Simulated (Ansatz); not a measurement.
# Ag (P6_3/mmc) in Ansatz: equation of state

How stiff is Ag in PBE, and what volume does it want? The cell is scaled to several volumes.

All numbers are computed with Ansatz 0.2.0; they aren't measurements. Logs are shortened: lines on timing, memory, paths and dates and some standing lists are left out, and cuts for length are marked.

### Step 1. Starting point

The structure is hexagonal, space group P6_3/mmc (No. 194). Conventional cell: a = 2.886 Å, b = 2.886 Å, c = 10.000 Å, α = 90.00°, β = 90.00°, γ = 120.00°. Around Ag (site symmetry -3m) lie 12 Ag at 2.89 to 3.00 Å. Around Ag (site symmetry -6m2) lie 12 Ag at 2.89 to 3.00 Å.

This isn't the form of Ag at room conditions, which is fcc.

### Step 2. Single point, PBE, 16.95 Å³/atom (volume scaled by 0.94)

File input.yaml:

```yaml
crystal:
  lattice:
    - [2.827281427, 0.0, 0.0]
    - [-1.4136407135, 2.4484975394, 0.0]
    - [0.0, 0.0, 9.7958610872]
  atoms:
    - { symbol: Ag, position: [0.0, 0.0, 0.5] }
    - { symbol: Ag, position: [0.0, 0.0, 0.0] }
    - { symbol: Ag, position: [0.6666666667, 0.3333333333, 0.75] }
    - { symbol: Ag, position: [0.3333333333, 0.6666666667, 0.25] }
hamiltonian:
  xc: pbe
  pseudopotentials: { kind: paw }
kpoints:
  mp_grid: { grid: [11, 11, 3] }
scf:
  occupations: { method: fermi_dirac, width: 0.05 }
output:
  forces: true
  stress: true
  eigenvalues: true
```

Potentials or basis: Ansatz PAW.

On the command line:

```bash
> ansatz run input.yaml --threads 2 --pin off --max-ram 5120MiB --backend cpu --events-out ev --progress --plain --runs-dir out
```

Output:

```text
Warning: RAYON_NUM_THREADS=2 ignored (pool sized by the plan → 2); use --threads N
Engine: ansatz 0.2.0, x86_64-unknown-linux-gnu
Pseudopotentials: kind: paw
Pseudopotential: Ag, paw, valence charge 19, recommended cutoff 420 eV (normal), Ag.paw.azcp
Functional definition: PBE
  parameter kappa = 0.804
  parameter beta = 0.06672455060314922
  exchange = pbe_x(kappa = kappa, mu = beta*pi^2/3)
  correlation = pbe_c(beta = beta)
Crystal: 4 atoms, lattice volume = 67.813 Å³
Basis set: ecut = 420 eV, 1329 PW (Γ), exchange–correlation on 40×40×144 points (8 copies of the dense FFT grid, shifted against one another)
Bands: 46, of which v1, the nominal top of the filled ones, is band 38 counted from 1 (37 counted from 0)
Symmetry: 24 space group operations
Space group: P63/mmc (ITA 194), of the structure as read, at distance tolerance 4.1e-5 Å
k-points: 32 of 363
Non-local potential: Ag, projectors of the file, l = 0: 3, l = 1: 2, l = 2: 2, l = 3: 1
PAW form: soft (Blöchl's): semilocal exchange-correlation on the pseudo side does not see the compensation charge
PAW one-centre angular grid: Ag, 590 points (default); XC on 64 Gauss nodes
Initial density: superposition of atomic densities (neutral atoms: chi_scale 0, normalization atom), corrected by the library's trained network
Initial wavefunctions: pseudopotential atomic-orbital guess
Functional: x = pbe(κ = 0.804, μ = 0.2195149727645171), c = pbe(β = 0.06672455060314922)
SCF iter   1: F=—  HF=-30362.108850 eV  |F-HF|=—  |Δ(HF+E_count)|=         —  Δρ=1.08e-3  dr2=1.97e-4  ethr=1.77e-3  ⟨swp⟩=5.7  Hψ=4819  notcnv=0  defer=29
preconditioner: auto → Kerker (q_TF=auto, 2.781 Å⁻¹)  [metal: Δε(μ)=0.096 eV  Ē_g=11.387 eV  σ=0.050 eV  W_gap=0.42  n_scr=26 (ndim 8)  ℏωp=29.9 eV  f_vac=0.000  D(μ)=1.87/eV (n_scr^D=6)]
SCF iter   2: F=—  HF=-30362.110443 eV  |F-HF|=—  |Δ(HF+E_count)|=   1.59e-3  Δρ=6.22e-4  dr2=6.45e-5  ethr=2.59e-7  ⟨swp⟩=2.9  Hψ=3182  notcnv=0  defer=52
SCF iter   3: F=—  HF=-30362.110657 eV  |F-HF|=—  |Δ(HF+E_count)|=   2.14e-4  Δρ=7.35e-5  dr2=2.61e-6  ethr=8.48e-8  ⟨swp⟩=2.0  Hψ=2116  notcnv=0  defer=52
SCF iter   4: F=—  HF=-30362.110658 eV  |F-HF|=—  |Δ(HF+E_count)|=   1.06e-6  Δρ=2.69e-5  dr2=2.64e-7  ethr=3.43e-9  ⟨swp⟩=2.0  Hψ=2109  notcnv=0  defer=52
iter 5 did not close the SCF: its close was put off for the readings that it lacked (scf_convergence_deferred on its scf_iter line)
SCF iter   5: F=-30362.110658 eV  HF=-30362.110658 eV  |F-HF|=2.73e-9  |Δ(HF+E_count)|=   1.81e-7  Δρ=7.06e-6  dr2=3.09e-8  ethr=3.47e-10  ⟨swp⟩=2.1  Hψ=2118  notcnv=0  defer=52
SCF iter   6: F=-30362.110658 eV  HF=-30362.110658 eV  |F-HF|=2.58e-10  |Δ(HF+E_count)|=   4.36e-9  Δρ=1.71e-6  dr2=2.09e-9  ethr=4.06e-11  ⟨swp⟩=6.4  Hψ=5527  notcnv=0
SCF 1 converged in 6 iterations: F = -30362.110658 eV  dr2 = 2.09e-9
SCF converged after 6 iterations
Free energy (F): -30362.110658 eV
Harris-Foulkes:  -30362.110658 eV  (|F-HF|=2.58e-10)
Internal energy: -30362.096323 eV  (E = F + TS)
E sigma→0 (E₀):  -30362.103490 eV
Entropy (-TS):   -0.014335 eV (-3.584 meV/atom)
Fermi energy:    17.572977 eV
--- Per-component energies (eV) ---
  E_band       = -927.765891
  E_kinetic    = 2110.887971
  E_local      = -8751.027459  (includes V_loc(G=0)·N_el)
  E_nonlocal   = 319.376883
  E_hartree    = 3989.671088
  E_xc         = -740.637267
  E_vxc        = -941.221701  (∫ρ·V_xc dr)
  E_paw        = -15607.512774  (= ΣΔE_a)
  E_vpaw       = -1645.127530  (= ΣTr[D̂ρ^β])
  E_aug_tail   = 0.001262  (compensation charges beyond the density's cutoff)
  E_ewald      = -11682.856027
  E_smearing   = -0.014335  (= −TS)
  E_closure    = -0.000000  (closes the sum)
  Σ components = -30362.110658   (vs F -30362.110658, Δ=0.00e0)
--- Forces (eV/Å), atoms counted from 1 ---
  atom   1  Ag     0.00000000     0.00000000     0.00000000
  atom   2  Ag     0.00000000    -0.00000000     0.00000000
  atom   3  Ag    -0.00000000     0.00000000     0.00000000
  atom   4  Ag     0.00000000    -0.00000000     0.00000000
  max |Σ_I F_I| component: 1.58e-30 eV/Å
--- Stress (GPa, compression-positive) ---
        7.751514       0.000000       0.000000
        0.000000       7.751514       0.000000
        0.000000       0.000000       2.163696
  P = ⅓ Tr σ = 5.8889 GPa (58.889 kbar)
--- Band table (eV; the first three rows and the last of 32) ---
  k-point 0: bands = ["-74.4881", "-74.4818", "-74.4814", "-74.4751", "-38.0113", "-37.9433", "-37.9424", "-37.8940", "-37.8940", "-37.8853", "-37.8853", "-37.8853", "-37.8853", "-37.8766", "-37.8766", "-37.8739", "9.6702", "10.8995", "10.8996", "10.9976", "12.4356", "12.6969", "12.6969", "12.7329", "12.7329", "12.8094", "12.8151", "12.8466", "12.8466", "12.8944", "12.8944", "13.6613", "13.6613", "13.9712", "13.9712", "14.0996", "14.0996", "14.4483", "14.4483", "16.6591", "20.3542", "27.4204", "27.4314", "33.1648", "33.3393", "34.3013"]
  k-point 1: bands = ["-74.4873", "-74.4849", "-74.4784", "-74.4760", "-38.0021", "-37.9771", "-37.9084", "-37.8928", "-37.8928", "-37.8897", "-37.8897", "-37.8831", "-37.8809", "-37.8809", "-37.8778", "-37.8778", "9.8634", "10.3767", "11.0233", "11.0545", "12.4139", "12.4274", "12.7205", "12.7205", "12.7472", "12.7472", "12.8287", "12.8287", "12.8618", "12.8618", "13.7188", "13.7188", "13.8512", "13.8512", "13.9533", "14.2354", "14.2354", "14.3875", "14.3875", "15.5680", "21.7885", "24.4489", "30.3712", "32.6468", "33.4490", "33.6643"]
  k-point 2: bands = ["-74.4866", "-74.4806", "-74.4801", "-74.4741", "-38.0072", "-37.9438", "-37.9430", "-37.9066", "-37.8977", "-37.8961", "-37.8960", "-37.8894", "-37.8885", "-37.8885", "-37.8793", "-37.8748", "9.9125", "11.1116", "11.1145", "11.1555", "12.4746", "12.5238", "12.6269", "12.6311", "12.6604", "12.8154", "12.8222", "12.8464", "12.9613", "12.9752", "13.0157", "13.5447", "13.5829", "13.9289", "13.9758", "14.0811", "14.2299", "14.2645", "14.4599", "17.3906", "20.4018", "27.6144", "27.6223", "32.8955", "33.2194", "33.6604"]
  k-point 31: bands = ["-74.4647", "-74.4645", "-74.4637", "-74.4635", "-38.0243", "-38.0220", "-38.0126", "-38.0118", "-37.9912", "-37.9897", "-37.9803", "-37.9737", "-37.9211", "-37.9157", "-37.9092", "-37.9080", "11.7034", "11.7478", "12.0037", "12.0074", "12.0774", "12.1664", "12.3659", "12.4213", "12.7015", "12.7421", "12.8484", "13.0074", "13.2909", "13.4100", "13.7063", "13.7953", "14.2290", "14.3453", "14.4357", "14.4613", "20.3608", "20.5012", "21.0526", "21.0559", "22.8492", "23.1645", "23.6066", "23.8705", "25.1854", "25.3190"]
```

Wall time 1.8 s (2 threads of AMD EPYC 7B13 (Zen 3), shared host); peak memory 0.43 GiB.

What came out:

| Item | Value |
| --- | --- |
| Free energy | -30362.1107 eV |
| Pressure | 5.9 GPa |
| Band gap on the k mesh | none (metal or under the smearing width) |

### Step 3. Single point, PBE, 17.31 Å³/atom (volume scaled by 0.96)

Changes to input.yaml since step 2:

```diff
@@ -2,5 +2,5 @@
   lattice:
-    - [2.827281427, 0.0, 0.0]
-    - [-1.4136407135, 2.4484975394, 0.0]
-    - [0.0, 0.0, 9.7958610872]
+    - [2.8471925156, 0.0, 0.0]
+    - [-1.4235962578, 2.4657410479, 0.0]
+    - [0.0, 0.0, 9.8648482973]
   atoms:
```

Potentials or basis: Ansatz PAW.

On the command line:

```bash
> ansatz run input.yaml --threads 2 --pin off --max-ram 5120MiB --backend cpu --events-out ev --progress --plain --runs-dir out
```

Run time: 1.8 s. Hardware: 2 threads of AMD EPYC 7B13 (Zen 3), shared host; peak memory 0.43 GiB.

Results (log left out):

- Free energy: -30362.1524 eV
- Pressure: 3.4 GPa
- Band gap on the k mesh: none (metal or under the smearing width)

### Step 4. Single point, PBE, 17.67 Å³/atom (volume scaled by 0.98)

Changes to input.yaml since step 3:

```diff
@@ -2,5 +2,5 @@
   lattice:
-    - [2.8471925156, 0.0, 0.0]
-    - [-1.4235962578, 2.4657410479, 0.0]
-    - [0.0, 0.0, 9.8648482973]
+    - [2.8668289465, 0.0, 0.0]
+    - [-1.4334144733, 2.482746696, 0.0]
+    - [0.0, 0.0, 9.9328838838]
   atoms:
```

On the command line:

```bash
> ansatz run input.yaml --threads 2 --pin off --max-ram 5120MiB --backend cpu --events-out ev --progress --plain --runs-dir out
```

Run time: 1.7 s. Hardware: 2 threads of AMD EPYC 7B13 (Zen 3), shared host; peak memory 0.43 GiB.

It converged, with:

- Free energy: -30362.1735 eV
- Pressure: 1.3 GPa
- Band gap on the k mesh: none (metal or under the smearing width)

### Step 5. Single point, PBE, 18.04 Å³/atom

Changes to input.yaml since step 4:

```diff
@@ -2,5 +2,5 @@
   lattice:
-    - [2.8668289465, 0.0, 0.0]
-    - [-1.4334144733, 2.482746696, 0.0]
-    - [0.0, 0.0, 9.9328838838]
+    - [2.8862, 0.0, 0.0]
+    - [-1.4431, 2.4995225204, 0.0]
+    - [0.0, 0.0, 10.0]
   atoms:
```

On the command line:

```bash
> ansatz run input.yaml --threads 2 --pin off --max-ram 5120MiB --backend cpu --events-out ev --progress --plain --runs-dir out
```

It took 1.6 s on 2 threads of AMD EPYC 7B13 (Zen 3), shared host; peak memory 0.43 GiB.

The run converged. Its results:

- Free energy: -30362.1766 eV
- Pressure: -0.6 GPa
- Band gap on the k mesh: none (metal or under the smearing width)

### Step 6. Single point, PBE, 18.40 Å³/atom (volume scaled by 1.02)

Changes to input.yaml since step 5:

```diff
@@ -2,5 +2,5 @@
   lattice:
-    - [2.8862, 0.0, 0.0]
-    - [-1.4431, 2.4995225204, 0.0]
-    - [0.0, 0.0, 10.0]
+    - [2.9053144643, 0.0, 0.0]
+    - [-1.4526572322, 2.5160761321, 0.0]
+    - [0.0, 0.0, 10.0662270956]
   atoms:
@@ -21 +21,5 @@
   eigenvalues: true
+  write_density: true
+  write_potential: true
+  elf: true
+  volumetric_format: npy
```

Potentials or basis: Ansatz PAW.

On the command line:

```bash
> ansatz run input.yaml --threads 2 --pin off --max-ram 5120MiB --backend cpu --events-out ev --progress --plain --runs-dir out
```

It took 2.3 s on 2 threads of AMD EPYC 7B13 (Zen 3), shared host; peak memory 0.43 GiB.

Results (log left out):

```yaml
Free_energy: -30362.1640 eV
Pressure: -2.2 GPa
Band_gap_on_the_k_mesh: none (metal or under the smearing width)
```

### Step 7. Single point, PBE, 18.76 Å³/atom (volume scaled by 1.04)

Changes to input.yaml since step 6:

```diff
@@ -2,5 +2,5 @@
   lattice:
-    - [2.9053144643, 0.0, 0.0]
-    - [-1.4526572322, 2.5160761321, 0.0]
-    - [0.0, 0.0, 10.0662270956]
+    - [2.9241806713, 0.0, 0.0]
+    - [-1.4620903357, 2.5324147466, 0.0]
+    - [0.0, 0.0, 10.1315940382]
   atoms:
@@ -21,5 +21 @@
   eigenvalues: true
-  write_density: true
-  write_potential: true
-  elf: true
-  volumetric_format: npy
```

On the command line:

```bash
> ansatz run input.yaml --threads 2 --pin off --max-ram 5120MiB --backend cpu --events-out ev --progress --plain --runs-dir out
```

Run time: 1.7 s. Hardware: 2 threads of AMD EPYC 7B13 (Zen 3), shared host; peak memory 0.44 GiB.

The run converged. Its results:

```yaml
Free_energy: -30362.1379 eV
Pressure: -3.6 GPa
Band_gap_on_the_k_mesh: none (metal or under the smearing width)
```

### Step 8. Single point, PBE, 19.12 Å³/atom (volume scaled by 1.06)

Changes to input.yaml since step 7:

```diff
@@ -2,5 +2,5 @@
   lattice:
-    - [2.9241806713, 0.0, 0.0]
-    - [-1.4620903357, 2.5324147466, 0.0]
-    - [0.0, 0.0, 10.1315940382]
+    - [2.9428065281, 0.0, 0.0]
+    - [-1.471403264, 2.5485452117, 0.0]
+    - [0.0, 0.0, 10.1961282242]
   atoms:
```

On the command line:

```bash
> ansatz run input.yaml --threads 2 --pin off --max-ram 5120MiB --backend cpu --events-out ev --progress --plain --runs-dir out
```

It took 1.9 s on 2 threads of AMD EPYC 7B13 (Zen 3), shared host; peak memory 0.45 GiB.

Results (log left out):

| Quantity | Value |
| --- | --- |
| Free energy | -30362.1000 eV |
| Pressure | -4.8 GPa |
| Band gap on the k mesh | none (metal or under the smearing width) |

### Step 9. Equation of state, PBE

Potentials or basis: Ansatz PAW.

No new run: the results of the series are fitted here.

Results:

| Item | Value |
| --- | --- |
| Equilibrium volume | 17.92 Å³/atom |
| Bulk modulus at fixed shape and positions | 90 GPa |
| Pressure derivative of the bulk modulus | 6.0 |

Energy against volume, from the lowest point:
```csv
volume (Å³/atom),energy (meV/atom)
16.953,16.47
17.314,6.04
17.675,0.77
18.035,0.00
18.396,3.13
18.757,9.66
19.117,19.13
```

Caveat: the cell was scaled at fixed shape and fractional positions, which overstates the stiffness of a crystal with free parameters, most of all of layers and chains.
